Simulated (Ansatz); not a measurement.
System: MgO (rock salt type), 2 atoms in the cell.

```
CELL_PARAMETERS angstrom
0.00000 2.12500 2.12500
2.12500 0.00000 2.12500
2.12500 2.12500 0.00000
ATOMIC_POSITIONS crystal
Mg 0.00000 0.00000 0.00000
O 0.50000 0.50000 0.50000
```

All numbers below come from PBE, plane waves, PAW datasets (generated soft set 1) (Ansatz 0.2.0 development build).

Cutoff 420 eV; k-mesh 6×6×6 Γ-centred; Fermi–Dirac smearing of 0.02 eV; no spin polarisation.

Problem. How large is the gap on this mesh, is it direct, and where do the band edges lie (fractions of the reciprocal vectors of this cell)?

Solution. 4.49 eV, direct at (0.000, 0.000, 0.000).

Problem. List the levels near the gap at (0.000, 0.000, 0.000), (0.000, 0.000, 0.167), (0.000, 0.000, 0.333), (0.000, 0.167, -0.500), (0.000, 0.333, 0.333), in eV from the top of the valence band (v1 is the highest filled band, c1 the lowest empty one).

Solution. 
```tsv
k	v4	v3	v2	v1	c1	c2	c3
(0.000, 0.000, 0.000)	-17.12	0.00	0.00	0.00	4.49	15.66	15.66
(0.000, 0.000, 0.167)	-16.84	-1.48	-0.17	-0.17	5.91	13.33	16.20
(0.000, 0.000, 0.333)	-16.22	-3.58	-0.47	-0.47	7.47	12.10	16.36
(0.000, 0.167, -0.500)	-15.82	-4.05	-1.38	-0.80	8.82	11.94	13.99
(0.000, 0.333, 0.333)	-16.02	-3.34	-1.02	-1.02	9.02	10.01	13.61
```

Semilocal functionals give gaps that mostly lie well below measured ones.
